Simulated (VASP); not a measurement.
# Li2S (Fm-3m) in VASP: notebook

The runs below take Li2S through single point, relaxation of cell and atoms, with PBEsol.

Everything below comes from runs of VASP 6.6.1. Logs are shortened: lines on timing, memory, paths and dates and some standing lists are left out, and cuts for length are marked.

## Step 1: Starting point

The structure is cubic, space group Fm-3m (No. 225). Conventional cell: a = 5.655 Å, b = 5.655 Å, c = 5.655 Å, α = 90.00°, β = 90.00°, γ = 90.00°. Around Li (site symmetry -43m) lie 4 S at 2.45 Å. S (site symmetry m-3m) is surrounded by 8 Li at 2.45 Å.

## Step 2: Single point, PBEsol

File INCAR:

```
SYSTEM = Li2S
ALGO     = Normal         ! electronic algorithm
EDIFF    = 1E-7           ! SCF threshold, eV
ENCUT    = 520            ! plane-wave cutoff, eV
GGA      = PS             ! functional
ISIF     = 2              ! what is computed and relaxed
ISMEAR   = 0              ! smearing method
LASPH    = .True.         ! aspherical terms in the spheres
LCHARG   = .False.        ! write CHGCAR
LREAL    = .False.        ! projectors in reciprocal space
LWAVE    = .False.        ! write WAVECAR
NBANDS   = 13             ! bands
NELM     = 100            ! most SCF steps
PREC     = Accurate       ! precision mode
SIGMA    = 0.02           ! smearing width, eV
```

File KPOINTS:

```
k-points
0
Gamma
  8 8 8
  0 0 0
```

File POSCAR:

```
Li2S
1.0
    0.0000000000      2.8273141350      2.8273141350
    2.8273141350      0.0000000000      2.8273141350
    2.8273141350      2.8273141350      0.0000000000
Li S
2 1
Direct
    0.2500000000      0.2500000000      0.2500000000
    0.7500000000      0.7500000000      0.7500000000
    0.0000000000      0.0000000000      0.0000000000
```

Potentials or basis: VASP PAW PBE potentials, release 64 (Li_sv, S).

On the command line:

```console
$ cat potpaw_PBE.64/Li_sv/POTCAR potpaw_PBE.64/S/POTCAR > POTCAR
$ mpirun -np 1 vasp_std > vasp.out
```

OUTCAR:

```text
SYSTEM = Li2S
   EDIFF = 1E-7
   ENCUT = 520
   GGA = PS
   ISIF = 2
   ISMEAR = 0
   LASPH = .True.
   LREAL = .False.
   NELM = 100
   PREC = Accurate

 ion  position               nearest neighbor table
   1  0.250  0.250  0.250-   3 2.45   3 2.45   3 2.45   3 2.45
   2  0.750  0.750  0.750-   3 2.45   3 2.45   3 2.45   3 2.45
   3  0.000  0.000  0.000-   2 2.45   2 2.45   2 2.45   1 2.45   2 2.45   1 2.45   1 2.45   1 2.45

  LATTYP: Found a face centered cubic cell.
 ALAT       =     5.6546282700

  Lattice vectors:

 A1 = (   0.0000000000,   2.8273141350,   2.8273141350)
 A2 = (   2.8273141350,   0.0000000000,   2.8273141350)
 A3 = (   2.8273141350,   2.8273141350,   0.0000000000)

Analysis of symmetry for initial positions (statically):
=====================================================================
 Subroutine PRICEL returns:
 Original cell was already a primitive cell.

 Routine SETGRP: Setting up the symmetry group for a
 face centered cubic supercell.

 Subroutine GETGRP returns: Found 48 space group operations
 (whereof 48 operations were pure point group operations)
 out of a pool of 48 trial point group operations.

The static configuration has the point symmetry O_h .

Analysis of symmetry for dynamics (positions and initial velocities):
=====================================================================
 Subroutine PRICEL returns:
 Original cell was already a primitive cell.

 Routine SETGRP: Setting up the symmetry group for a
 face centered cubic supercell.

 Subroutine GETGRP returns: Found 48 space group operations
 (whereof 48 operations were pure point group operations)
 out of a pool of 48 trial point group operations.

The dynamic configuration has the point symmetry O_h .

 Subroutine INISYM returns: Found 48 space group operations
 (whereof 48 operations are pure point group operations),
 and found     1 'primitive' translations

----------------------------------------------------------------------------------------

                                     Primitive cell

  volume of cell :      45.2014

  direct lattice vectors                    reciprocal lattice vectors
     0.000000000  2.827314135  2.827314135    -0.176846285  0.176846285  0.176846285
     2.827314135  0.000000000  2.827314135     0.176846285 -0.176846285  0.176846285
     2.827314135  2.827314135  0.000000000     0.176846285  0.176846285 -0.176846285

  length of vectors
     3.998425995  3.998425995  3.998425995     0.306306750  0.306306750  0.306306750

  position of ions in fractional coordinates (direct lattice)
     0.250000000  0.250000000  0.250000000
     0.750000000  0.750000000  0.750000000
     0.000000000  0.000000000  0.000000000

  ion indices of the primitive-cell ions
   primitive index   ion index
                 1           1
                 2           2
                 3           3

----------------------------------------------------------------------------------------

 KPOINTS: k-points

Automatic generation of k-mesh.
 Grid dimensions read from file:
 generate k-points for:    8    8    8

 Generating k-lattice:

  Cartesian coordinates                     Fractional coordinates (reciprocal lattice)
    -0.022105786  0.022105786  0.022105786     0.125000000  0.000000000  0.000000000
     0.022105786 -0.022105786  0.022105786     0.000000000  0.125000000  0.000000000
     0.022105786  0.022105786 -0.022105786     0.000000000  0.000000000  0.125000000

  Length of vectors
     0.038288344  0.038288344  0.038288344

  Shift w.r.t. Gamma in fractional coordinates (k-lattice)
     0.000000000  0.000000000  0.000000000

 Subroutine IBZKPT returns following result:
 ===========================================

 Found     29 irreducible k-points:

 Following reciprocal coordinates:
            Coordinates               Weight
  0.000000  0.000000  0.000000      1.000000
  0.125000  0.000000  0.000000      8.000000
  0.250000  0.000000  0.000000      8.000000
  0.375000  0.000000  0.000000      8.000000
  0.500000  0.000000  0.000000      4.000000
[... 42 lines left out ...]
  free energy    TOTEN  =       -12.37541890 eV

  energy without entropy =      -12.37541890  energy(sigma->0) =      -12.37541890

 E-fermi :   1.7329     XC(G=0):  -8.7263

 val. band max:        1.5560730412   @ k =   0.0000   0.0000   0.0000
 cond. band min:       4.7592336931   @ k =   0.5000   0.5000   0.0000
 fundamental gap:      3.2031606520
 Fermi energy:         1.7328787034

 k-point     1 :       0.0000    0.0000    0.0000
  band No.  band energies     occupation
      1     -41.9038      2.00000
      2     -41.8537      2.00000
      3      -9.5240      2.00000
      4       1.5561      2.00000
      5       1.5561      2.00000
      6       1.5561      2.00000
      7       5.7797      0.00000
      8       7.7140      0.00000
      9       7.7140      0.00000
     10       7.7140      0.00000
     11      12.7494      0.00000
     12      12.7494      0.00000
     13      13.9392      0.00000

 k-point     2 :       0.1250    0.0000    0.0000
  band No.  band energies     occupation
      1     -41.9016      2.00000
      2     -41.8554      2.00000
      3      -9.4646      2.00000
      4       0.9289      2.00000
      5       1.4634      2.00000
      6       1.4634      2.00000
      7       6.2203      0.00000
      8       7.9562      0.00000
      9       7.9562      0.00000
     10       8.0880      0.00000
     11      11.7424      0.00000
     12      11.7424      0.00000
     13      14.0978      0.00000

 k-point     3 :       0.2500    0.0000    0.0000
  band No.  band energies     occupation
      1     -41.8958      2.00000
      2     -41.8605      2.00000
      3      -9.3117      2.00000
      4      -0.2081      2.00000
      5       1.2638      2.00000
      6       1.2638      2.00000
      7       6.8981      0.00000
      8       8.2822      0.00000
      9       8.2822      0.00000
     10       8.9589      0.00000
     11      11.3735      0.00000
     12      11.3735      0.00000
     13      14.5810      0.00000
[... 305 lines left out ...]
 k-point    23 :       0.5000    0.2500    0.1250
  band No.  band energies     occupation
      1     -41.8852      2.00000
      2     -41.8698      2.00000
      3      -9.0575      2.00000
      4      -0.8935      2.00000
      5       0.2783      2.00000
      6       0.7610      2.00000
      7       7.1845      0.00000
      8       8.3038      0.00000
      9       9.5488      0.00000
     10       9.9871      0.00000
     11      11.5637      0.00000
     12      13.9948      0.00000
     13      15.4422      0.00000

 k-point    24 :      -0.3750    0.2500    0.1250
  band No.  band energies     occupation
      1     -41.8774      2.00000
      2     -41.8773      2.00000
      3      -8.9963      2.00000
      4      -1.1361      2.00000
      5       0.2604      2.00000
      6       0.6056      2.00000
      7       7.3117      0.00000
      8       8.1758      0.00000
      9       9.9094      0.00000
     10      10.5625      0.00000
     11      11.9300      0.00000
     12      13.2465      0.00000
     13      15.0532      0.00000

 [... further k-points ...]
[... 5 lines left out ...]
  --------------------------------------------------------------------------------------
  -------------------------------------------------------------------------------------
  Total       -0.0001950     -0.0001950     -0.0001950      0.0000000      0.0000000      0.0000000
  in kB       -0.0069134     -0.0069134     -0.0069134      0.0000000      0.0000000      0.0000000
  external PRESSURE =      -0.0069134 kB  Pullay stress =       0.0000000 kB

 VOLUME and BASIS-vectors are now :
 -----------------------------------------------------------------------------
  energy-cutoff  :      520.00
  volume of cell :       45.20
      direct lattice vectors                 reciprocal lattice vectors
     0.000000000  2.827314135  2.827314135    -0.176846285  0.176846285  0.176846285
     2.827314135  0.000000000  2.827314135     0.176846285 -0.176846285  0.176846285
     2.827314135  2.827314135  0.000000000     0.176846285  0.176846285 -0.176846285

 POSITION                                       TOTAL-FORCE (eV/Angst)
 -----------------------------------------------------------------------------------
      1.41366      1.41366      1.41366         0.000000      0.000000     -0.000000
      4.24097      4.24097      4.24097        -0.000000      0.000000      0.000000
      0.00000      0.00000      0.00000        -0.000000     -0.000000      0.000000
 -----------------------------------------------------------------------------------
    total drift:                                0.000000     -0.000000      0.000000

  FREE ENERGIE OF THE ION-ELECTRON SYSTEM (eV)
  ---------------------------------------------------
  free  energy   TOTEN  =       -12.3754188996 eV

  energy  without entropy=      -12.3754188996  energy(sigma->0) =      -12.37541890
```

Wall time 14 s (1 thread of Intel Xeon Platinum 8559C (Emerald Rapids), shared host); peak memory 0.15 GiB.

What came out:

* Free energy: -12.3754 eV
* Band gap on the k mesh: 3.20 eV, indirect (least direct gap 4.22 eV)

Caveat: the cutoff is under 1.25 times the usual one of these potentials, so pressure, stress and relaxed cells hold a basis-set (Pulay) error; the PAW data sets were made with another functional, which shifts forces and pressure a little. Expect the measured gap to be larger: semilocal functionals such as PBEsol lack the derivative discontinuity.

## Step 3: Relaxation of cell and atoms, PBEsol

This run uses another cell than the first one, of 15.34 Å³/atom, 1.018 times its volume.

File INCAR:

```
ALGO = Normal
EDIFF = 1E-6
EDIFFG = -0.005
ENCUT = 600
GGA = PS
IBRION = 2
ISIF = 3
ISMEAR = 0
LASPH = T
LCHARG = F
LREAL = F
LWAVE = F
NELM = 80
NSW = 100
PREC = Accurate
SIGMA = 0.02
```

File KPOINTS:

```
k-points
0
Gamma
  8 8 8
```

File POSCAR:

```
Li2S
1.0
    0.0000000000      2.8445000000      2.8445000000
    2.8445000000      0.0000000000      2.8445000000
    2.8445000000      2.8445000000      0.0000000000
Li S
2 1
Direct
    0.2500000000      0.2500000000      0.2500000000
    0.7500000000      0.7500000000      0.7500000000
    0.0000000000      0.0000000000      0.0000000000
```

Potentials or basis: VASP PAW PBE potentials, release 64 (Li_sv, S).

On the command line:

```console
$ cat potpaw_PBE.64/Li_sv/POTCAR potpaw_PBE.64/S/POTCAR > POTCAR
$ mpirun -np 1 vasp_std > vasp.out
```

Wall time 19 s (1 thread of Intel Xeon Platinum 8559C (Emerald Rapids), shared host); peak memory 0.16 GiB.

Results (log left out):

```
Free energy                            : -12.3778 eV
Relaxed volume                         : 15.06 Å³/atom
Relaxed cell                           : a = 3.998 Å, b = 3.998 Å, c = 3.998 Å, α = 60.00°, β = 60.00°, γ = 60.00°
Space group after relaxing (to 0.05 Å) : Fm-3m (No. 225)
Energy gained by relaxing              : 0.7 meV/atom
Ionic steps                            : 3
Pressure after relaxing                : 0.0 GPa
Band gap on the k mesh                 : 3.20 eV, indirect (least direct gap 4.23 eV)
```

Step by step:
```tsv
step	energy change (eV)	largest force (eV/Å)	pressure (GPa)	volume (Å³)
1	0.0000	0.0000	-0.77	46.03
2	-0.0017	0.0000	-0.34	45.54
3	-0.0021	0.0000	-0.01	45.18
```

Final structure:
```
Li S
1.0
     0.00000    2.82695    2.82695
     2.82695    0.00000    2.82695
     2.82695    2.82695    0.00000
Li S
2 1
Direct
  0.25000 0.25000 0.25000
  0.75000 0.75000 0.75000
  0.00000 0.00000 0.00000
```

Levels at points of the mesh, in eV from the valence-band top:
```
           k point  band 4  band 5  band 6  band 7  band 8  band 9
(0.00, 0.00, 0.00)    0.00    0.00    0.00    4.23    6.16    6.16
(0.50, 0.00, 0.00)   -3.00   -0.53   -0.53    6.12    6.49    6.49
(0.50, 0.50, 0.00)   -2.24   -1.49   -1.49    3.20    7.09   11.14
```

Caveat: the cutoff is under 1.25 times the usual one of these potentials, so pressure, stress and relaxed cells hold a basis-set (Pulay) error; the PAW data sets were made with another functional, which shifts forces and pressure a little. As with any semilocal functional, this PBEsol gap is likely too small.

## Step 4: Single point, PBEsol (cell and atoms relaxed tightly for response)

File INCAR:

```
SYSTEM = Li2S
PREC = Accurate
ENCUT = 520
EDIFF = 1E-6
ISMEAR = 0
SIGMA = 0.01
LREAL = .False.
LASPH = .True.
NELM = 80
ALGO = Normal
ISIF = 2
LWAVE = .False.
LCHARG = .False.
GGA = PS
NBANDS = 13
```

File KPOINTS:

```
regular mesh
0
Gamma
  8 8 8
  0 0 0
```

File POSCAR:

```
Li2S
1.0
    0.0000000000      2.8273141350      2.8273141350
    2.8273141350      0.0000000000      2.8273141350
    2.8273141350      2.8273141350      0.0000000000
Li S
2 1
Direct
    0.2500000000      0.2500000000      0.2500000000
    0.7500000000      0.7500000000      0.7500000000
    0.0000000000      0.0000000000      0.0000000000
```

On the command line:

```console
$ cat potpaw_PBE.64/Li_sv/POTCAR potpaw_PBE.64/S/POTCAR > POTCAR
$ mpirun -np 1 vasp_std > vasp.out
```

It took 15 s on 1 thread of Intel Xeon Platinum 8559C (Emerald Rapids), shared host; peak memory 0.16 GiB.

It converged, with:

| Item | Value |
| --- | --- |
| Free energy | -12.3754 eV |
| Band gap on the k mesh | 3.20 eV, indirect (least direct gap 4.22 eV) |

Levels at points of the mesh, in eV from the valence-band top:
| k point | band 4 | band 5 | band 6 | band 7 | band 8 | band 9 |
| --- | --- | --- | --- | --- | --- | --- |
| (0.00, 0.00, 0.00) | 0.00 | 0.00 | 0.00 | 4.22 | 6.16 | 6.16 |
| (0.50, 0.00, 0.00) | -3.00 | -0.53 | -0.53 | 6.12 | 6.49 | 6.49 |
| (0.50, 0.50, 0.00) | -2.24 | -1.49 | -1.49 | 3.20 | 7.09 | 11.13 |

Caveat: the cutoff is under 1.25 times the usual one of these potentials, so pressure, stress and relaxed cells hold a basis-set (Pulay) error; the PAW data sets were made with another functional, which shifts forces and pressure a little. A k mesh can miss the band edges.

## Step 5: Relaxation of cell and atoms, PBEsol (cell and atoms relaxed tightly for response)

File INCAR:

```
PREC = Accurate
ENCUT = 600
EDIFF = 1E-6
ISMEAR = 0
SIGMA = 0.01
LREAL = False
LASPH = True
NELM = 80
ALGO = Normal
ISIF = 3
LWAVE = False
LCHARG = False
GGA = PS
IBRION = 2
NSW = 80
EDIFFG = -0.001
```

File KPOINTS:

```
Automatic mesh
0
Gamma
  8 8 8
```

POSCAR is that of step 4.

On the command line:

```console
$ cat potpaw_PBE.64/Li_sv/POTCAR potpaw_PBE.64/S/POTCAR > POTCAR
$ mpirun -np 1 vasp_std > vasp.out
```

It took 18 s on 1 thread of Intel Xeon Platinum 8559C (Emerald Rapids), shared host; peak memory 0.17 GiB.

It converged, with:

```yaml
Free_energy: -12.3769 eV
Relaxed_volume: 15.06 Å³/atom
Relaxed_cell: a = 3.998 Å, b = 3.998 Å, c = 3.998 Å, α = 60.00°, β = 60.00°, γ = 60.00°
Space_group_after_relaxing_to_0.05_Å: Fm-3m (No. 225)
Energy_gained_by_relaxing: 0.0 meV/atom
Ionic_steps: 5
Pressure_after_relaxing: 0.0 GPa
Band_gap_on_the_k_mesh: 3.20 eV, indirect (least direct gap 4.23 eV)
```

Final structure:
```xyz
3
Lattice="0.0000 2.8268 2.8268 2.8268 0.0000 2.8268 2.8268 2.8268 0.0000" Properties=species:S:1:pos:R:3 pbc="T T T"
Li    1.4134    1.4134    1.4134
Li    4.2402    4.2402    4.2402
S     0.0000    0.0000    0.0000
```

Levels at points of the mesh, in eV from the valence-band top:
| k point | band 2 | band 3 | band 4 | band 5 | band 6 | band 7 | band 8 | band 9 | band 10 |
| --- | --- | --- | --- | --- | --- | --- | --- | --- | --- |
| (0.00, 0.00, 0.00) | -43.41 | -11.08 | 0.00 | 0.00 | 0.00 | 4.23 | 6.16 | 6.16 | 6.16 |
| (0.50, 0.00, 0.00) | -43.43 | -10.62 | -3.00 | -0.53 | -0.53 | 6.12 | 6.49 | 6.49 | 8.35 |
| (0.50, 0.50, 0.00) | -43.42 | -10.49 | -2.24 | -1.49 | -1.49 | 3.20 | 7.09 | 11.14 | 11.14 |

Caveat: the cutoff is under 1.25 times the usual one of these potentials, so pressure, stress and relaxed cells hold a basis-set (Pulay) error; the PAW data sets were made with another functional, which shifts forces and pressure a little.

## Step 6: Single point, PBEsol

This run uses another cell than the first one, of 15.34 Å³/atom, 1.018 times its volume.

File INCAR:

```
  PREC = Accurate
  ENCUT = 520
  EDIFF = 1E-7
  ISMEAR = 0
  SIGMA = 0.1
  LREAL = False
  LASPH = True
  NELM = 100
  ALGO = Normal
  ISIF = 2
  LWAVE = False
  LCHARG = False
  GGA = PS
  NBANDS = 13
```

File KPOINTS:

```
regular mesh
0
Gamma
  6 6 6
```

File POSCAR:

```
Li2S
1.0
    0.0000000000      2.8445000000      2.8445000000
    2.8445000000      0.0000000000      2.8445000000
    2.8445000000      2.8445000000      0.0000000000
Li S
2 1
Direct
    0.2500000000      0.2500000000      0.2500000000
    0.7500000000      0.7500000000      0.7500000000
    0.0000000000      0.0000000000      0.0000000000
```

Potentials or basis: VASP PAW PBE potentials, release 64 (Li_sv, S).

On the command line:

```console
$ cat potpaw_PBE.64/Li_sv/POTCAR potpaw_PBE.64/S/POTCAR > POTCAR
$ mpirun -np 1 vasp_std > vasp.out
```

Run time: 15 s. Hardware: 1 thread of Intel Xeon Platinum 8559C (Emerald Rapids), shared host; peak memory 0.16 GiB.

It converged, with:

```yaml
Free_energy: -12.3741 eV
Band_gap_on_the_k_mesh: 3.22 eV, indirect (least direct gap 4.13 eV)
```

Levels at points of the mesh, in eV from the valence-band top:
| k point | band 3 | band 4 | band 5 | band 6 | band 7 | band 8 | band 9 | band 10 |
| --- | --- | --- | --- | --- | --- | --- | --- | --- |
| (0.00, 0.00, 0.00) | -11.03 | 0.00 | 0.00 | 0.00 | 4.13 | 6.15 | 6.15 | 6.15 |
| (0.50, 0.00, 0.00) | -10.59 | -2.94 | -0.52 | -0.52 | 6.03 | 6.48 | 6.48 | 8.26 |
| (0.50, 0.50, 0.00) | -10.46 | -2.20 | -1.45 | -1.45 | 3.22 | 7.05 | 11.00 | 11.00 |

Caveat: the cutoff is under 1.25 times the usual one of these potentials, so pressure, stress and relaxed cells hold a basis-set (Pulay) error; the PAW data sets were made with another functional, which shifts forces and pressure a little. As with any semilocal functional, this PBEsol gap is likely too small.

## Step 7: The runs side by side

| task | cell | k mesh | cutoff (eV) | smearing | gap on the mesh (eV) | pressure (GPa) | relaxed volume (Å³/atom) |
| --- | --- | --- | --- | --- | --- | --- | --- |
| single point | Fm-3m, 15.07 Å³/atom | 8 × 8 × 8 | 520 | gaussian 0.02 eV | 3.20 | - | - |
| relaxation of cell and atoms | relaxed | 8 × 8 × 8 | 600 | gaussian 0.02 eV | 3.20 | 0.0 | 15.06 |
| single point | cell and atoms relaxed tightly for response | 8 × 8 × 8 | 520 | gaussian 0.01 eV | 3.20 | - | - |
| relaxation of cell and atoms | relaxed from: cell and atoms relaxed tightly for response | 8 × 8 × 8 | 600 | gaussian 0.01 eV | 3.20 | 0.0 | 15.06 |
| single point | Fm-3m, 15.34 Å³/atom | 6 × 6 × 6 | 520 | gaussian 0.1 eV | 3.22 | - | - |

Alike in all rows: level PBEsol; potentials or basis VASP PAW PBE potentials, release 64 (Li_sv, S); no spin polarisation.

Caveats: the cutoff is under 1.25 times the usual one of these potentials, so pressure, stress and relaxed cells hold a basis-set (Pulay) error; the PAW data sets were made with another functional, which shifts forces and pressure a little.

Absolute energies hang on the potentials; compare differences alone.
